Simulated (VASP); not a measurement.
# MgO (P-6m2) in VASP: a series of runs

One crystal, MgO, is run at these levels: PBE; tasks: evGW0 quasiparticle levels, G0W0 quasiparticle levels.

All numbers are computed with VASP 6.6.1; they aren't measurements. Logs are shortened: lines on timing, memory, paths and dates and some standing lists are left out, and cuts for length are marked.

## (1) Starting point

It takes space group P-6m2 (No. 187, hexagonal). Conventional cell: a = 2.938 Å, b = 2.938 Å, c = 2.680 Å, α = 90.00°, β = 90.00°, γ = 120.00°. Mg (site symmetry -6m2) is surrounded by 6 O at 2.16 Å. Around O (site symmetry -6m2) lie 6 Mg at 2.16 Å.

Measurements of this composition are mostly on another form, of space group No. 225.

## (2) EvGW0 quasiparticle levels, PBE

The input, POSCAR:

```
MgO
1.0
    2.9380209034      0.0000000000      0.0000000000
   -1.4690104517      2.5444007392      0.0000000000
    0.0000000000      0.0000000000      2.6796800000
Mg O
1 1
Direct
    0.0000000000      0.0000000000      0.0000000000
    0.3333333333      0.6666666667      0.5000000000
```

The input, INCAR.step1:

```
SYSTEM = MgO
  PREC = Accurate
  ENCUT = 450
  EDIFF = 1E-8
  ISMEAR = 0
  SIGMA = 0.01
  LREAL = .False.
  LASPH = .True.
  NELM = 100
  ALGO = Normal
  LWAVE = .True.
  LCHARG = .False.
  GGA = PE
```

The input, INCAR.step2:

```
SYSTEM = MgO
  PREC = Accurate
  ENCUT = 450
  EDIFF = 1E-8
  ISMEAR = 0
  SIGMA = 0.01
  LREAL = .False.
  LASPH = .True.
  NELM = 1
  ALGO = Exact
  LWAVE = .True.
  LCHARG = .False.
  GGA = PE
  NBANDS = 34
  LOPTICS = .True.
  ISTART = 1
```

The input, INCAR.step3:

```
SYSTEM = MgO
  PREC = Accurate
  ENCUT = 450
  EDIFF = 1E-8
  ISMEAR = 0
  SIGMA = 0.01
  LREAL = .False.
  LASPH = .True.
  ALGO = EVGW0
  LWAVE = .False.
  LCHARG = .False.
  GGA = PE
  NELMGW = 4
  NBANDS = 34
  ENCUTGW = 100
  NOMEGA = 48
  PRECFOCK = Fast
  ISTART = 1
  NBANDSGW = 12
```

The input, KPOINTS:

```
regular mesh
0
Gamma
  5 5 5
  0 0 0
```

Potentials or basis: VASP PAW PBE potentials, release 64 (Mg_GW, O_GW).

Run with:

```bash
> cat potpaw_PBE.64/Mg_GW/POTCAR potpaw_PBE.64/O_GW/POTCAR > POTCAR
> cp INCAR.step1 INCAR
> mpirun -np 1 vasp_std > vasp.out
> cp INCAR.step2 INCAR
> mpirun -np 1 vasp_std > vasp.out
> cp INCAR.step3 INCAR
> mpirun -np 1 vasp_std > vasp.out
```

OUTCAR:

```text
SYSTEM = MgO
   PREC = Accurate
   ENCUT = 450
   EDIFF = 1E-8
   ISMEAR = 0
   LREAL = .False.
   LASPH = .True.
   GGA = PE
   NELMGW = 4
   ENCUTGW = 100
   PRECFOCK = Fast
   ISTART = 1

 ion  position               nearest neighbor table
   1  0.000  0.000  0.000-   2 2.16   2 2.16   2 2.16   2 2.16   2 2.16   2 2.16
   2  0.333  0.667  0.500-   1 2.16   1 2.16   1 2.16   1 2.16   1 2.16   1 2.16

  LATTYP: Found a hexagonal cell.
 ALAT       =     2.9380209034
 C/A-ratio  =     0.9120697531

  Lattice vectors:

 A1 = (   2.9380209034,   0.0000000000,   0.0000000000)
 A2 = (  -1.4690104517,   2.5444007392,   0.0000000000)
 A3 = (   0.0000000000,   0.0000000000,   2.6796800000)

Analysis of symmetry for initial positions (statically):
=====================================================================
 Subroutine PRICEL returns:
 Original cell was already a primitive cell.

 Routine SETGRP: Setting up the symmetry group for a
 hexagonal supercell.

 Subroutine GETGRP returns: Found 12 space group operations
 (whereof 12 operations were pure point group operations)
 out of a pool of 24 trial point group operations.

The static configuration has the point symmetry D_3h.

Analysis of symmetry for dynamics (positions and initial velocities):
=====================================================================
 Subroutine PRICEL returns:
 Original cell was already a primitive cell.

 Routine SETGRP: Setting up the symmetry group for a
 hexagonal supercell.

 Subroutine GETGRP returns: Found 12 space group operations
 (whereof 12 operations were pure point group operations)
 out of a pool of 24 trial point group operations.

The dynamic configuration has the point symmetry D_3h.

 Subroutine INISYM returns: Found 12 space group operations
 (whereof 12 operations are pure point group operations),
 and found     1 'primitive' translations

----------------------------------------------------------------------------------------

                                     Primitive cell

  volume of cell :      20.0320

  direct lattice vectors                    reciprocal lattice vectors
     2.938020903  0.000000000  0.000000000     0.340365175  0.196509926  0.000000000
    -1.469010452  2.544400739  0.000000000     0.000000000  0.393019851  0.000000000
     0.000000000  0.000000000  2.679680000     0.000000000  0.000000000  0.373178887

  length of vectors
     2.938020903  2.938020903  2.679680000     0.393019851  0.393019851  0.373178887

  position of ions in fractional coordinates (direct lattice)
     0.000000000  0.000000000  0.000000000
     0.333333333  0.666666667  0.500000000

  ion indices of the primitive-cell ions
   primitive index   ion index
                 1           1
                 2           2

----------------------------------------------------------------------------------------

 KPOINTS: regular mesh

Automatic generation of k-mesh.
 Grid dimensions read from file:
 generate k-points for:    5    5    5

 Generating k-lattice:

  Cartesian coordinates                     Fractional coordinates (reciprocal lattice)
     0.068073035  0.039301985  0.000000000     0.200000000 -0.000000000  0.000000000
     0.000000000  0.078603970  0.000000000     0.000000000  0.200000000  0.000000000
     0.000000000  0.000000000  0.074635777     0.000000000  0.000000000  0.200000000

  Length of vectors
     0.078603970  0.078603970  0.074635777

  Shift w.r.t. Gamma in fractional coordinates (k-lattice)
     0.000000000  0.000000000  0.000000000

 Subroutine IBZKPT returns following result:
 ===========================================

 Found     15 irreducible k-points:

 Following reciprocal coordinates:
            Coordinates               Weight
  0.000000  0.000000  0.000000      1.000000
  0.200000  0.000000  0.000000      6.000000
  0.400000  0.000000  0.000000      6.000000
  0.200000  0.200000  0.000000      6.000000
  0.400000  0.200000  0.000000      6.000000
  0.000000  0.000000  0.200000      2.000000
  0.200000  0.000000  0.200000     12.000000
  0.400000  0.000000  0.200000     12.000000
  0.200000  0.200000  0.200000     12.000000
  0.400000  0.200000  0.200000     12.000000
  0.000000  0.000000  0.400000      2.000000
  0.200000  0.000000  0.400000     12.000000
  0.400000  0.000000  0.400000     12.000000
  0.200000  0.200000  0.400000     12.000000
  0.400000  0.200000  0.400000     12.000000
   k-points           NKPTS =     15   k-points in BZ     NKDIM =    125   number of bands    NBANDS=     34
   number of dos      NEDOS =    301   number of ions     NIONS =      2
   total plane-waves  NPLWV =   8000
   dimension x,y,z NGX =    20 NGY =   20 NGZ =   20
   dimension x,y,z NGXF=    40 NGYF=   40 NGZF=   40
   ions per type =               1   1
   NGX,Y,Z   is equivalent  to a cutoff of  11.32, 11.32, 12.41 a.u.
   NGXF,Y,Z  is equivalent  to a cutoff of  22.63, 22.63, 24.82 a.u.
 SYSTEM =  MgO
   PREC   = accura    normal or accurate (medium, high low for compatibility)
   ISTART =      1    job   : 0-new  1-cont  2-samecut
   ICHARG =      0    charge: 1-file 2-atom 10-const
   ISPIN  =      1    spin polarized calculation?
   LNONCOLLINEAR =      F non collinear calculations
   LSORBIT =      F    spin-orbit coupling
   LASPH  =      T    aspherical Exc in radial PAW
   ENCUT  =  450.0 eV  33.07 Ry    5.75 a.u.   5.08  5.08  4.63*2*pi/ulx,y,z
   NELM   =     60;   NELMIN=  2; NELMDL=  0     # of ELM steps
   EDIFF  = 0.1E-07   stopping-criterion for ELM
   LREAL  =      F    real-space projection
   EDIFFG = 0.1E-06   stopping-criterion for IOM
   NSW    =      0    number of steps for IOM
   IBRION =     -1    ionic relax: 0-MD 1-quasi-New 2-CG
   NFREE  =      0    steps in history (QN), initial steepest desc. (CG)
   ISIF   =      0    stress and relaxation
   ISYM   =      3    0-nonsym 1-usesym 2-fastsym
   POTIM  = 0.5000    time-step for ionic-motion
   TEBEG  =    0.0;   TEEND  =   0.0 temperature during run
   PSTRESS=    0.0 pullay stress
   NELECT =       8.0000    total number of electrons
   NUPDOWN=      -1.0000    fix difference up-down
   EMIN   =  10.00;   EMAX   =-10.00  energy-range for DOS
   EFERMI =   0.00;   METHOD = LEGACY
   ISMEAR =     0;   SIGMA  =   0.01  broadening in eV -4-tet -1-fermi 0-gaus
   EFERMI_NEDOS =   21; number of points for ismear=-14 and -15
   IALGO  =     38    algorithm
   IMIX   =      4    mixing-type and parameters
     AMIX     =   0.40;   BMIX     =  1.00
     AMIX_MAG =   1.60;   BMIX_MAG =  1.00
  volume/ion in A,a.u.               =      10.02        67.59
  Fermi-wavevector in a.u.,A,eV,Ry     =   1.205583  2.278221 19.775115  1.453430
  Thomas-Fermi vector in A             =   2.341275
   LORBIT       =      0    0 simple, 1 ext, 2 COOP (PROOUT), +10 PAW based schemes
   GGA     = PE    functional components
   LHFCALC =     T    Hartree Fock is set to
   PRECFOCK=fast      Normal, Fast or Accurate (Low or Medium for compatibility)
   ENCUT4O =  -1.0   cutoff for four orbital integrals eV
   NKREDX  =     1    reduce k-point grid by
   NKREDY  =     1    reduce k-point grid by
   NKREDZ  =     1    reduce k-point grid by
   AEXX    =    1.0000 exact exchange contribution
   HFSCREEN=    0.0000 screening length (either q_TF or 0.3 A-1)
   HFSCREENC=   0.0000 screening length for correlation (either q_TF or 0.3 A-1)
   ENCUTFOCK=  -1.0 apply spherical cutoff to Coloumb kernel
   IVDW    =     0    specifies the selected vdW correction
   LEPSILON=     F    determine dielectric tensor
   LRPA    =     F    only Hartree local field effects (RPA)
   LRPAFORCE           =     F    calculate RPA forces
   ENCUTGW             = 100.0    cutoff for response function in eV
   ENCUTGWSOFT         =  80.0    soft cutoff for Coulomb kernel in GW response function in eV
   ENCUTLF             =  -1.0    cutoff for local field effects
   NELMGW              =     4    number of iterations in solving QP/BSE equation
   NELMHF              =     1    number of iterations in the inner HF iteration
   NKREDLFX            =     1    NKREDLFY  =   1   NKREDLFZ  =   1
 non-spin polarized calculation
 Gauss-broadening in eV      SIGMA  =   0.01
  energy-cutoff  :      450.00
  volume of cell :       20.03
 maximum number of plane-waves:       448
  NGX = 14; NGY = 14; NGZ = 12
   NGX = 11   NGY = 11   NGZ =  9
 maximum number of plane-waves:        52
 NGX is ok and might be reduce to    10

 QP shifts <psi_nk| G(iteration)W_0 |psi_nk>: iteration 1
 for sc-GW calculations column KS-energies equals QP-energies in previous step
 and V_xc(KS)=  KS-energies - (<T + V_ion + V_H > + <T+V_H+V_ion>^1  + <V_x>^1)

 k-point   1 :       0.0000    0.0000    0.0000
  band No.  KS-energies  QP-energies   sigma(KS)   V_xc(KS)     V^pw_x(r,r')   Z            occupation Imag(sigma)

      1     -14.1274     -15.9903     -20.8533     -18.1387     -29.8636       0.6862       2.0000       1.2388
      2       2.7085       1.8172     -20.3303     -19.1636     -24.6438       0.7639       2.0000       0.1298
      3       2.7085       1.8172     -20.3303     -19.1636     -24.6438       0.7639       2.0000       0.1298
      4       2.9074       2.0244     -20.4271     -19.2672     -24.7529       0.7613       2.0000       0.1322
      5       6.3025       7.3360      -9.9523     -11.2052      -6.8595       0.8249       0.0000      -0.0836
      6      15.1783      16.4040      -7.4574      -8.9623      -3.2761       0.8145       0.0000      -0.1319
      7      18.8390      20.1607      -7.1492      -8.7783      -2.7107       0.8113       0.0000      -0.2435
      8      18.8390      20.1607      -7.1492      -8.7783      -2.7107       0.8113       0.0000      -0.2435
      9      23.1217      24.3129      -7.0860      -8.4892      -2.1234       0.8489       0.0000      -0.7144
     10      24.0836      25.7535      -8.8443     -10.9715      -3.4065       0.7850       0.0000      -0.7138
     11      25.7447      27.4746      -9.0046     -11.2141      -3.4207       0.7829       0.0000      -0.7451
     12      25.7447      27.4746      -9.0046     -11.2141      -3.4207       0.7829       0.0000      -0.7451

 k-point   2 :       0.2000    0.0000    0.0000
  band No.  KS-energies  QP-energies   sigma(KS)   V_xc(KS)     V^pw_x(r,r')   Z            occupation Imag(sigma)
[... 935 lines left out ...]
      1     -14.7652     -14.7979     -22.4366       7.6240     -31.4288       0.6888       2.0000       1.1375
      2      -1.5300      -1.5421     -18.2716      16.7251     -23.0282       0.7348       2.0000       0.2114
      3      -1.4602      -1.4720     -17.7702      16.2941     -22.3791       0.7402       2.0000       0.2019
      4       0.1709       0.1604     -19.0398      19.1968     -23.4939       0.7549       2.0000       0.1566
      5      10.9198      10.9249      -7.2210      18.1470      -3.4121       0.8181       0.0000      -0.1080
      6      16.3484      16.3554      -8.4650      24.8220      -4.3184       0.8047       0.0000      -0.1595
      7      18.2942      18.3019      -8.7174      27.0213      -4.2906       0.7974       0.0000      -0.1953
      8      20.0767      20.0853     -10.8474      30.9350      -6.0488       0.7862       0.0000      -0.3523
      9      21.8312      21.8414     -11.1111      32.9555      -5.9921       0.7717       0.0000      -0.4512
     10      26.7759      26.7828      -9.0780      35.8626      -3.7110       0.7953       0.0000      -0.6682
     11      29.0174      29.0241      -7.4396      36.4653      -2.2372       0.8095       0.0000      -0.7469
     12      33.8780      33.8821      -6.8571      40.7402      -1.5582       0.8140       0.0000      -0.9736
```

Wall time 3.2 min (1 thread of Intel Xeon Platinum 8488C (Sapphire Rapids), shared host); peak memory 0.19 GiB.

Results:

| Item | Value |
| --- | --- |
| Band gap on the k mesh, mean-field level | 3.01 eV, indirect (least direct gap 3.40 eV) |
| Quasiparticle gap | 5.26 eV |
| Least direct quasiparticle gap | 5.72 eV |

Levels at points of the mesh, in eV from the valence-band top:
| k point | band 1 | band 2 | band 3 | band 4 | band 5 | band 6 | band 7 | band 8 |
| --- | --- | --- | --- | --- | --- | --- | --- | --- |
| (0.00, 0.00, 0.00) | -17.42 | -0.58 | -0.58 | -0.38 | 3.01 | 11.89 | 15.55 | 15.55 |

Quasiparticle gap after each update of the energies (eV): 4.86, 5.19, 5.25, 5.26

Caveat: the k mesh is coarse (spacing up to 0.49 Å⁻¹), so the values aren't converged; bands, screening cutoff and mesh are small and nothing is extrapolated, so the quasiparticle values aren't converged; an odd mesh through Γ misses points on the zone boundary, where band edges often lie.

(Part 1 of 2 ends here.)
